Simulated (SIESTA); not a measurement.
HfO2:

```
CELL_PARAMETERS angstrom
3.55802 0.00000 0.00000
0.00000 3.55802 0.00000
0.00000 0.00000 5.17186
ATOMIC_POSITIONS crystal
Hf 0.00000 0.00000 0.00000
Hf 0.50000 0.50000 0.50000
O 0.00000 0.50000 0.19721
O 0.50000 0.00000 0.30279
O 0.50000 0.00000 0.80279
O 0.00000 0.50000 0.69721
```

Measurements of this composition are mostly on another form, of space group No. 14.

Base run:

- Program: SIESTA 5.4.2
- Functional: LDA
- Potentials or basis: PseudoDojo 0.4 standard (LDA files)
- Basis: DZP (energy shift 0.003 Ry; two zetas on semicore shells)
- Grid cutoff: 800 Ry
- Energy shift: 0.003 Ry
- k mesh: 8 × 8 × 5
- Occupations: fermi-dirac, width 0.05 eV
- Spin: no spin polarisation

Its results: band gap on the k mesh 4.44 eV, indirect (least direct gap 4.51 eV); pressure -3.4 GPa; largest force 0.158 eV/Å.

Question: The run is repeated on the same cell with these changes: functional from LDA to PBEsol; potentials or basis from PseudoDojo 0.4 standard (LDA files) to PseudoDojo 0.4 standard (PBEsol files). What comes out?

Answer: Band gap on the k mesh 4.51 eV, indirect (least direct gap 4.58 eV); pressure 4.1 GPa; largest force 0.238 eV/Å.

Caveats: short orbitals over semicore shells can move pressures by several GPa; spin-orbit coupling is left out, which moves the levels of the heavy elements; the basis of atomic orbitals isn't converged, which shifts pressures, moduli and gaps.
